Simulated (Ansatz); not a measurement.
# Strain response of TiB

The calculation used DFT r2SCAN, scalar-relativistic, plane waves, PAW in Ansatz. Run with 500 eV cutoff, 16×16×10 k-mesh, Gaussian smearing of 0.10 eV, no spin polarisation.

Reference structure (relaxed):

```
Ti B
1.0
     2.47672    2.47672    0.00000
    -2.47672    2.47672    0.00000
     0.00000    0.00000    4.95344
Ti B
2 2
Direct
  0.50000 0.00000 0.25000
  0.00000 0.50000 0.75000
  0.00000 0.00000 0.00000
  0.50000 0.50000 0.50000
```

Deformation: all cell vectors scaled alike, the atoms relaxed, all within the symmetry that the strain leaves. Energies are extrapolated to zero smearing. Stress is positive in compression, on the Cartesian axes of the cell above.

| strain (%) | ΔE (meV/atom) | a (Å) | b (Å) | c (Å) | σxx (GPa) | σyy (GPa) | σzz (GPa) |
| --- | --- | --- | --- | --- | --- | --- | --- |
| -6.0 | 188.6 | 3.292 | 3.292 | 4.656 | 27.06 | 27.06 | 27.14 |
| -4.0 | 79.4 | 3.363 | 3.363 | 4.755 | 15.99 | 15.99 | 16.04 |
| -2.0 | 18.8 | 3.433 | 3.433 | 4.854 | 7.09 | 7.09 | 7.13 |
| +0.0 | 0.0 | 3.503 | 3.503 | 4.953 | 0.00 | 0.00 | 0.03 |
| +2.0 | 17.2 | 3.573 | 3.573 | 5.053 | -5.61 | -5.61 | -5.59 |
| +4.0 | 65.1 | 3.643 | 3.643 | 5.152 | -9.99 | -9.99 | -9.97 |
| +6.0 | 139.0 | 3.713 | 3.713 | 5.251 | -13.35 | -13.35 | -13.34 |